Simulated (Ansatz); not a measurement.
# TiC: experiment and calculation

**Experimental background.**

“Reflectance spectral studies of spark plasma sintered tungsten carbide pellet”, 2024, arxiv:2411.15754 reports, for a ceramic of TiC: lattice constant a 4.325 Å.

The runs below are set against these values where they give the same quantity.

Level of theory: DFT PBE, scalar-relativistic, plane waves, PAW in Ansatz.

Plane waves to 420 eV, a k mesh through Γ of 16×16×16 on the computed 2-atom cell and Gaussian smearing (0.10 eV); no spin polarisation.

Relaxed structure, symmetry kept:

```xyz
2
Lattice="0.0000 2.1664 2.1664 2.1664 0.0000 2.1664 2.1664 2.1664 0.0000" Properties=species:S:1:pos:R:3 pbc="T T T"
Ti    0.0000    0.0000    0.0000
C     2.1664    2.1664    2.1664
```

- Space group: Fm-3m (No. 225)
- Volume per atom: 10.17 Å³
- Formation energy from the elements' standard states (uncorrected): -0.830 eV/atom
- Kohn–Sham band gap: none (metal)
- Density of states at the Fermi level: 0.28 states/eV per cell
- Löwdin character within 0.5 eV of the Fermi level: Ti 3d 51 %, C 2p 47 %
- Bulk modulus: 250 GPa
- Its pressure derivative: 4.0
- Bader charges (e): Ti (1 in the cell) 1.69, C (1 in the cell) -1.69

Measured lattice constant a of TiC: 4.325 Å (ceramic; the paper above). This calculation gives 4.333 Å (+0.2 %). The calculation is for 0 K without zero-point motion.